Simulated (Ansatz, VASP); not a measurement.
# ZnSe (Stilleite) in VASP and in Ansatz

Contents of INCAR:

```
SYSTEM = ZnSe
PREC = Accurate
ENCUT = 520
EDIFF = 1E-7
ISMEAR = 0
SIGMA = 0.028999999999999998
LREAL = .False.
LASPH = .True.
NELM = 80
ALGO = Normal
ISIF = 2
LWAVE = .False.
LCHARG = .True.
GGA = PE
LELF = .True.
LVHAR = .True.
NBANDS = 16
```

Contents of KPOINTS:

```
regular mesh
0
Gamma
  8 8 8
  0 0 0
```

File POSCAR:

```
ZnSe
1.0
    0.0000000000      2.8338000000      2.8338000000
    2.8338000000      0.0000000000      2.8338000000
    2.8338000000      2.8338000000      0.0000000000
Se Zn
1 1
Direct
    0.7500000000      0.7500000000      0.7500000000
    0.0000000000      0.0000000000      0.0000000000
```

input.yaml

```yaml
crystal:
  lattice:
    - [0.0, 2.8338, 2.8338]
    - [2.8338, 0.0, 2.8338]
    - [2.8338, 2.8338, 0.0]
  atoms:
    - { symbol: Se, position: [0.75, 0.75, 0.75] }
    - { symbol: Zn, position: [0.0, 0.0, 0.0] }
kpoints:
  mp_grid: { grid: [8, 8, 8] }
scf:
  occupations: { method: gaussian, width: 0.029 }
hamiltonian:
  xc: pbe
  pseudopotentials: { kind: all_electron, lapw: { basis_error: 0.001 } }
output:
  forces: true
  stress: true
  eigenvalues: true
```

Alike in both runs: task single point; functional PBE; k mesh 8 × 8 × 8; occupations gaussian, width 0.029 eV; no spin polarisation.

|  | VASP | Ansatz |
| --- | --- | --- |
| version | VASP 6.6.1 | Ansatz 0.2.0 |
| potentials or method | VASP PAW PBE potentials, release 64 (Se, Zn) | all-electron LAPW, scalar-relativistic |
| plane-wave cutoff (eV) | 520 | see its input |

Ansatz gave:

- gap on the k mesh at the Fermi level (eV): 1.29
- least direct gap on the mesh (eV): 1.29
- pressure (GPa): 2.1

**Question.** Estimate VASP's values.

**Answer.** gap on the k mesh at the Fermi level (eV): 1.29; least direct gap on the mesh (eV): 1.29; pressure (GPa): 2.3.

Ansatz ran all-electron here, so the differences hold the error of VASP's frozen core and of both bases.
